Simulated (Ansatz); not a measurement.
The system is Bi.

```
Bi
1.0
    -1.98143    1.98143    1.98143
     1.98143   -1.98143    1.98143
     1.98143    1.98143   -1.98143
Bi
1
Direct
  0.00000 0.00000 0.00000
```

This isn't the form of Bi at room conditions, which is rhombohedral.

```yaml
Program: Ansatz 0.2.0
Task: relaxation of cell and atoms
Functional: PBE
Dispersion: D4
Potentials_or_basis: Ansatz PAW
Cutoff: "420 eV (not typed: the program's choice for these potentials)"
k_mesh: 9 × 9 × 9
Occupations: fermi-dirac, width 0.05 eV
Spin: no spin polarisation
```

At the start: volume 31.12 Å³/atom.

Problem. How do energy, volume and symmetry change on relaxing?

Solution. It ends after 4 steps and the volume is 30.18 Å³/atom (-3.0 %); space group Im-3m (No. 229, to 0.05 Å).

The path:
| step | energy change (eV) | largest force (eV/Å) | volume (Å³) |
| --- | --- | --- | --- |
| 1 | 0.0000 | 0.0000 | 31.12 |
| 2 | -0.0051 | 0.0000 | 29.92 |
| 3 | -0.0054 | 0.0000 | 30.18 |
| 4 | -0.0052 | 0.0000 | 30.18 |

Final structure:
```yaml
crystal:
  lattice:
    - [-1.96132, 1.96132, 1.96132]
    - [1.96132, -1.96132, 1.96132]
    - [1.96132, 1.96132, -1.96132]
  atoms:
    - { symbol: Bi, position: [0.00000, 0.00000, 0.00000] }
```

Caveat: the plane-wave basis is chosen anew once the cell has moved, so the energies of steps on either side of that aren't comparable.
